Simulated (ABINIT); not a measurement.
# Cl (Cmce) in ABINIT: further runs, part 2 of 2

ABINIT 10.8.3 (patched build). Earlier steps stand in the parts before.

## (4) Single point, r2SCAN

run.abi reads:

```
pp_dirpath "./"
pseudos "Cl_ONCV_PBE-1.2.upf"

acell 3*1.0 Angstrom
rprim
     3.1450000000    -2.2500000000     0.0000000000
     3.1450000000     2.2500000000     0.0000000000
     0.0000000000     0.0000000000     8.2100000000
ntypat 1
znucl 17
natom 4
typat 1 1 1 1
xred
     0.3700000000     0.6300000000     0.4000000000
     0.1300000000     0.8700000000     0.9000000000
     0.6300000000     0.3700000000     0.6000000000
     0.8700000000     0.1300000000     0.1000000000
chkprim 0
chksymtnons 0
tolsym 1.0e-6

ecut 31.0

kptopt 1
ngkpt 6 6 3
nshiftk 1
shiftk 0.0 0.0 0.0

ixc -497498
usekden 1

nband 18
occopt 3
tsmear 0.05 eV

nstep 100
tolvrs 1.0e-9

iomode 3
prtwf 0
prteig 0
prtebands 0
enunit 2
prtvol 2
prtden 1
prtvha 1
prtvclmb 1
prtpot 1
prtelf 1
```

Potentials or basis: SG15 NC PBE v1.2.

The run is started by

```console
mpirun --bind-to none -np 4 abinit run.abi > log 2>&1
```

run.abo:

```text
.Version 10.8.3 of ABINIT
 Symmetries : space group Cm c a (# 64); Bravais oC (1-face-center ortho.)
================================================================================
 Values of the parameters that define the memory need of the present run
     intxc =       0    ionmov =       0      iscf =       7    lmnmax =       4
     lnmax =       4     mgfft =      80  mpssoang =       2    mqgrid =    3889
     natom =       4  nloc_mem =       1    nspden =       1   nspinor =       1
    nsppol =       1      nsym =       8    n1xccc =       0    ntypat =       1
    occopt =       3   xclevel =       2
       mpw =        6488          nfft =      128000          nkpt =          26
================================================================================
================================================================================

--------------------------------------------------------------------------------
------------- Echo of variables that govern the present computation ------------
--------------------------------------------------------------------------------
 -outvars: echo values of preprocessed input variables --------
            acell      1.8897261259E+00  1.8897261259E+00  1.8897261259E+00 Bohr
              amu      3.54527000E+01
          chkprim           0
      chksymtnons           0
             ecut      3.10000000E+01 Hartree
           enunit           2
              ixc     -497498
         kptrlatt        6    0    0      0    6    0      0    0    3
          kptrlen      4.38451851E+01
            natom           4
            nband          18
            ngfft          40      40      80
             nkpt          26
            nstep         100
             nsym           8
           ntypat           1
           occopt           3
        prtebands           0
           prteig           0
           prtelf           1
          prtkden           1
           prtpot           1
         prtvclmb           1
           prtvha           1
           prtvol           2
            prtwf           0
            rprim      3.1450000000E+00 -2.2500000000E+00  0.0000000000E+00
                       3.1450000000E+00  2.2500000000E+00  0.0000000000E+00
                       0.0000000000E+00  0.0000000000E+00  8.2100000000E+00
          spgroup          64
           tolsym      1.00000000E-06
           tolvrs      1.00000000E-09
           tsmear      1.83746611E-03 Hartree
            typat      1  1  1  1
          usekden           1
           xangst      3.1450000000E+00  5.8500000000E-01  3.2840000000E+00
                       3.1450000000E+00  1.6650000000E+00  7.3890000000E+00
                       3.1450000000E+00 -5.8500000000E-01  4.9260000000E+00
                       3.1450000000E+00 -1.6650000000E+00  8.2100000000E-01
            xcart      5.9431886660E+00  1.1054897837E+00  6.2058605975E+00
                       5.9431886660E+00  3.1463939996E+00  1.3963186344E+01
                       5.9431886660E+00 -1.1054897837E+00  9.3087908962E+00
                       5.9431886660E+00 -3.1463939996E+00  1.5514651494E+00
             xred      3.7000000000E-01  6.3000000000E-01  4.0000000000E-01
                       1.3000000000E-01  8.7000000000E-01  9.0000000000E-01
                       6.3000000000E-01  3.7000000000E-01  6.0000000000E-01
                       8.7000000000E-01  1.3000000000E-01  1.0000000000E-01
            znucl       17.00000

================================================================================

 chkinp: Checking input parameters for consistency.

================================================================================
[... 454 lines left out ...]
   2.00000    2.00000    2.00000    2.00000    2.00000    2.00000    0.00000    0.00000
   0.00000    0.00000
 kpt#  26, nband= 18, wtk=  0.01852, kpt=  0.5000  0.5000  0.3333 (reduced coord)
  -0.63842   -0.63574   -0.48814   -0.48182   -0.19966   -0.19220   -0.14959   -0.14032
  -0.11519   -0.11326   -0.03858   -0.03441   -0.02856   -0.01674    0.09801    0.10188
   0.34094    0.34611
      occupation numbers for kpt#  26
   2.00000    2.00000    2.00000    2.00000    2.00000    2.00000    2.00000    2.00000
   2.00000    2.00000    2.00000    2.00000    2.00000    2.00000    0.00000    0.00000
   0.00000    0.00000
 Fermi (or HOMO) energy (eV) =   1.19931   Average Vxc (eV)=  -8.15641
 Eigenvalues (   eV  ) for nkpt=  26  k points:
 kpt#   1, nband= 18, wtk=  0.00926, kpt=  0.0000  0.0000  0.0000 (reduced coord)
 -17.64051  -17.43427  -13.53499  -12.99624   -5.70477   -4.90162   -2.93697   -2.81586
  -2.47019   -2.46090   -0.93249   -0.63154   -0.37676   -0.28446    2.58642    3.18232
   7.28783    8.04235
 kpt#   2, nband= 18, wtk=  0.03704, kpt=  0.1667  0.0000  0.0000 (reduced coord)
 -17.59203  -17.41134  -13.50380  -13.04130   -5.69744   -4.96190   -3.10008   -3.09910
  -2.60899   -2.60718   -0.75091   -0.53052   -0.42708   -0.34214    2.59535    3.14906
   7.82202    8.36326
 kpt#   3, nband= 18, wtk=  0.03704, kpt=  0.3333  0.0000  0.0000 (reduced coord)
 -17.48163  -17.37475  -13.42010  -13.15830   -5.64102   -5.16170   -3.57528   -3.46350
  -2.73782   -2.72108   -0.64234   -0.61131   -0.46510   -0.36162    2.76512    3.08390
   8.73790    8.97385
 kpt#   4, nband= 18, wtk=  0.01852, kpt=  0.5000  0.0000  0.0000 (reduced coord)
 -17.39032  -17.39032  -13.29901  -13.29901   -5.45112   -5.45112   -3.69172   -3.69172
  -2.76259   -2.76259   -0.72963   -0.72963   -0.36979   -0.36979    2.97663    2.97663
   8.83312    8.83312
 kpt#   5, nband= 18, wtk=  0.01852, kpt=  0.1667  0.1667  0.0000 (reduced coord)
[... 72 lines left out ...]
 -17.42891  -17.34795  -13.31264  -13.11614   -5.47504   -5.21519   -3.70149   -3.53205
  -3.05213   -3.02965   -1.06499   -0.81361   -0.66813   -0.36783    2.69765    2.83412
   9.41745    9.61035
 kpt#  24, nband= 18, wtk=  0.07407, kpt=  0.5000  0.3333  0.3333 (reduced coord)
 -17.38128  -17.31803  -13.29663  -13.14921   -5.44282   -5.24614   -3.89600   -3.70167
  -3.24340   -3.15173   -0.95960   -0.77487   -0.65777   -0.41232    2.71879    2.83908
   9.44065    9.60563
 kpt#  25, nband= 18, wtk=  0.03704, kpt= -0.3333  0.3333  0.3333 (reduced coord)
 -17.36483  -17.33705  -13.29510  -13.23532   -5.39188   -5.31748   -3.70073   -3.51898
  -3.49021   -3.40737   -0.78675   -0.60430   -0.41900   -0.38576    2.81974    2.88753
   9.76623    9.98885
 kpt#  26, nband= 18, wtk=  0.01852, kpt=  0.5000  0.5000  0.3333 (reduced coord)
 -17.37241  -17.29936  -13.28284  -13.11099   -5.43310   -5.22994   -4.07043   -3.81819
  -3.13451   -3.08204   -1.04980   -0.93638   -0.77705   -0.45544    2.66686    2.77239
   9.27758    9.41806
 Total charge density [el/Bohr^3]
)     Maximum=    2.9202E-01  at reduced coord.    0.2250    0.9250    0.9000
)Next maximum=    2.9202E-01  at reduced coord.    0.0750    0.7750    0.9000
)     Minimum=    1.4039E-03  at reduced coord.    0.2500    0.5000    0.1375
)Next minimum=    1.4039E-03  at reduced coord.    0.5000    0.7500    0.1375
   Integrated=    2.8000E+01

--- !EnergyTerms
iteration_state     : {dtset: 1, }
comment             : Components of total free energy in Hartree
kinetic             :  2.12851363888793E+01
hartree             :  1.29879659823899E+01
xc                  : -1.15564959616242E+01
Ewald energy        : -4.52935173226236E+01
psp_core            :  2.16535876653345E-01
local_psp           : -5.52022139421585E+01
non_local_psp       :  1.71429814890623E+01
internal            : -6.04196074894214E+01
'-kT*entropy'       : -5.45645395483073E-15
total_energy        : -6.04196074894214E+01
total_energy_eV     : -1.64410127622521E+03
band_energy         : -6.41088903745915E+00
...

 Cartesian components of stress tensor (hartree/bohr^3)
  sigma(1 1)= -3.29053913E-06  sigma(3 2)=  0.00000000E+00
  sigma(2 2)=  1.40762755E-05  sigma(3 1)=  0.00000000E+00
  sigma(3 3)=  1.79667193E-05  sigma(2 1)=  0.00000000E+00

-Cartesian components of stress tensor (GPa)         [Pressure= -2.8198E-01 GPa]
- sigma(1 1)= -9.68110035E-02  sigma(3 2)=  0.00000000E+00
- sigma(2 2)=  4.14138323E-01  sigma(3 1)=  0.00000000E+00
- sigma(3 3)=  5.28599132E-01  sigma(2 1)=  0.00000000E+00

== END DATASET(S) ==============================================================
================================================================================

 -outvars: echo values of variables after computation  --------
            acell      1.8897261259E+00  1.8897261259E+00  1.8897261259E+00 Bohr
           etotal     -6.0419607489E+01
            fcart      1.9701294178E-21 -6.6656892426E-04 -1.6872176794E-03
                       1.6272639463E-20  6.6656892426E-04 -1.6872176794E-03
                       1.6272639463E-20  6.6656892426E-04  1.6872176794E-03
                      -3.4515408344E-20 -6.6656892426E-04  1.6872176794E-03
            rprim      3.1450000000E+00 -2.2500000000E+00  0.0000000000E+00
                       3.1450000000E+00  2.2500000000E+00  0.0000000000E+00
                       0.0000000000E+00  0.0000000000E+00  8.2100000000E+00
           strten     -3.2905391281E-06  1.4076275499E-05  1.7966719304E-05
                       0.0000000000E+00  0.0000000000E+00  0.0000000000E+00
           xangst      3.1450000000E+00  5.8500000000E-01  3.2840000000E+00
                       3.1450000000E+00  1.6650000000E+00  7.3890000000E+00
                       3.1450000000E+00 -5.8500000000E-01  4.9260000000E+00
                       3.1450000000E+00 -1.6650000000E+00  8.2100000000E-01
             xred      3.7000000000E-01  6.3000000000E-01  4.0000000000E-01
                       1.3000000000E-01  8.7000000000E-01  9.0000000000E-01
                       6.3000000000E-01  3.7000000000E-01  6.0000000000E-01
                       8.7000000000E-01  1.3000000000E-01  1.0000000000E-01
 Calculation completed.
```

It took 69 s on 4 MPI ranks of Arm Neoverse V2, shared host; peak memory 0.48 GiB.

Results:

```
Free energy                                           : -1644.1013 eV
Pressure                                              : -0.3 GPa
Largest force                                         : 0.093 eV/Å
Band gap on the k mesh                                : 2.81 eV, indirect (least direct gap 2.87 eV)
Valence electrons inside the program's atomic spheres : Cl 5.01 (radii [1.0584] Å)
```

Forces in eV/Å, atoms in the order of the input:
```
Cl   0.000 -0.034 -0.087
Cl   0.000  0.034 -0.087
Cl   0.000  0.034  0.087
Cl   0.000 -0.034  0.087
```

Levels at points of the mesh, in eV from the valence-band top:
| k point | band 11 | band 12 | band 13 | band 14 | band 15 | band 16 | band 17 | band 18 |
| --- | --- | --- | --- | --- | --- | --- | --- | --- |
| (0.00, 0.00, 0.00) | -0.71 | -0.40 | -0.15 | -0.06 | 2.81 | 3.41 | 7.52 | 8.27 |
| (0.50, 0.00, 0.00) | -0.50 | -0.50 | -0.14 | -0.14 | 3.20 | 3.20 | 9.06 | 9.06 |
| (0.50, 0.50, 0.00) | -0.97 | -0.90 | -0.37 | 0.00 | 2.89 | 3.10 | 9.37 | 9.41 |

Caveat: the potentials were made for another functional, which shifts forces and pressure; an odd mesh through Γ misses points on the zone boundary, where band edges often lie.

## (5) Single point, r2SCAN

run.abi: that of step 4 with these lines changed.

```diff
@@ -1,3 +1,3 @@
 pp_dirpath "./"
-pseudos "Cl_ONCV_PBE-1.2.upf"
+pseudos "Cl.upf"
 
@@ -21,3 +21,3 @@
 
-ecut 31.0
+ecut 35.0
 
@@ -30,2 +30,4 @@
 usekden 1
+nc_xccc_gspace 1
+boxcutmin 3.0
 
@@ -48,2 +50 @@
 prtpot 1
-prtelf 1
```

Potentials or basis: PseudoDojo NC SR PBE v0.4.1 standard.

The run is started by

```console
mpirun --bind-to none -np 4 abinit run.abi > log 2>&1
```

It took 4.5 min on 4 MPI ranks of Arm Neoverse V2, shared host; peak memory 1.1 GiB.

It converged, with:

```
Free energy                                           : -1807.6070 eV
Pressure                                              : -0.8 GPa
Largest force                                         : 0.227 eV/Å
Band gap on the k mesh                                : 2.71 eV, indirect (least direct gap 2.77 eV)
Valence electrons inside the program's atomic spheres : Cl 5.01 (radii [1.0584] Å)
```

Forces in eV/Å, atoms in the order of the input:
```
Cl   0.000 -0.190  0.124
Cl   0.000  0.190  0.124
Cl   0.000  0.190 -0.124
Cl   0.000 -0.190 -0.124
```

Stress tensor (GPa, compression positive):
```
 0.10  0.00  0.00
 0.00 -0.96  0.00
 0.00  0.00 -1.56
```

Levels at points of the mesh, in eV from the valence-band top:
```csv
k point,band 10,band 11,band 12,band 13,band 14,band 15,band 16,band 17,band 18
"(0.00, 0.00, 0.00)",-2.22,-0.70,-0.40,-0.15,-0.06,2.71,3.28,7.53,8.14
"(0.50, 0.00, 0.00)",-2.52,-0.50,-0.50,-0.14,-0.14,3.08,3.08,8.94,8.94
"(0.50, 0.50, 0.00)",-2.89,-0.96,-0.90,-0.36,0.00,2.78,2.98,9.20,9.33
```

Caveat: a meta-GGA on potentials with a model core is unreliable; the potentials were made for another functional, which shifts forces and pressure; an odd mesh through Γ misses points on the zone boundary, where band edges often lie.

## (6) Overview

```csv
potentials or basis,cutoff (eV),fine-grid cutoff,gap on the mesh (eV),pressure (GPa),largest force (eV/Å)
"Ansatz PAW PBE default generated set, frozen core",490,979.61 eV,2.86,-0.7,0.21
JTH PAW PBE v2.0,816,1414.99 eV,2.84,-0.5,0.13
SG15 NC PBE v1.2,844,-,2.81,-0.3,0.09
PseudoDojo NC SR PBE v0.4.1 standard,952,-,2.71,-0.8,0.23
```

Alike in all rows: task single point; level r2SCAN; no spin polarisation; cell as given; k mesh 6 × 6 × 3; smearing fermi-dirac 0.05 eV.

Caveats: an odd mesh through Γ misses points on the zone boundary, where band edges often lie; totals of a meta-GGA on PAW files have another zero than those of a GGA (some runs); the PAW data sets were made with another functional, which shifts forces and pressure a little (some runs); the potentials were made for another functional, which shifts forces and pressure (some runs); the atomic spheres overlap (some runs); a meta-GGA on potentials with a model core is unreliable (some runs).

Absolute energies hang on the potentials; compare differences alone.
